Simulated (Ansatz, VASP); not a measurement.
# One calculation of Al2O3, two programs

Contents of INCAR:

```
SYSTEM = Al2O3
PREC = Accurate
ENCUT = 520
EDIFF = 1E-7
ISMEAR = 0
SIGMA = 0.05
LREAL = .FALSE.
LASPH = .TRUE.
NELM = 100
ALGO = Normal
ISIF = 2
LWAVE = .FALSE.
LCHARG = .FALSE.
GGA = PS
NBANDS = 20
```

File KPOINTS:

```
Automatic mesh
0
G
  12 12 4
  0 0 0
```

POSCAR

```
Al2O3
1.0
    3.0174825440      0.0000000000      0.0000000000
   -1.5087412720      2.6132165386      0.0000000000
    0.0000000000      0.0000000000      6.9686651220
Al O
2 3
Direct
    0.0000000000      0.0000000000      0.2779510000
    0.0000000000      0.0000000000      0.7220490000
    0.3333333333      0.6666666667      0.1994540000
    0.6666666667      0.3333333333      0.8005460000
    0.0000000000      0.0000000000      0.5000000000
```

Input for Ansatz:

```yaml
crystal:
  lattice:
    - [3.017482544, 0.0, 0.0]
    - [-1.508741272, 2.6132165386, 0.0]
    - [0.0, 0.0, 6.968665122]
  atoms:
    - { symbol: Al, position: [0.0, 0.0, 0.277951] }
    - { symbol: Al, position: [0.0, 0.0, 0.722049] }
    - { symbol: O, position: [0.3333333333, 0.6666666667, 0.199454] }
    - { symbol: O, position: [0.6666666667, 0.3333333333, 0.800546] }
    - { symbol: O, position: [0.0, 0.0, 0.5] }
basis:
  ecutwfc: 420
kpoints:
  mp_grid: { grid: [12, 12, 4] }
hamiltonian:
  xc: pbesol
scf:
  occupations: { method: gaussian, width: 0.05 }
output:
  forces: true
  stress: true
  eigenvalues: true
```

Change from the starting cell: strain +0.000 along x and y, -0.080 along z, atoms carried along.

Alike in both runs: task single point; functional PBEsol; k mesh 12 × 12 × 4; occupations gaussian, width 0.05 eV; no spin polarisation.

|  | VASP | Ansatz |
| --- | --- | --- |
| version | VASP 6.6.1 | Ansatz 0.2.0 |
| potentials or method | VASP PAW PBE potentials, release 64 (Al, O) | scalar-relativistic, plane waves, PAW |
| plane-wave cutoff (eV) | 520 | 420 |
| valence electrons in the cell | 24 | 24 |

Ansatz gave:

```
gap on the k mesh at the Fermi level (eV)       : 3.61
least direct gap on the mesh (eV)               : 3.61
pressure (GPa)                                  : 16.6
largest component of the traceless stress (GPa) : 37.72
rms of the force components (eV/Å)              : 1.888
```

Problem. Which values does VASP return?

Solution. gap on the k mesh at the Fermi level (eV): 3.60; least direct gap on the mesh (eV): 3.60; pressure (GPa): 17.3; largest component of the traceless stress (GPa): 38.80; rms of the force components (eV/Å): 1.960.

Atom by atom the forces differ by 0.072 eV/Å (rms over components). The functional is the same, so the differences come from potentials, cutoffs and numerics.

Caveats: so large a pressure means that the cell lies far from this level's equilibrium, or that cutoff or potentials fall short (VASP); the potentials were made for another functional, which shifts forces and pressure (VASP). A k mesh can miss the band edges.
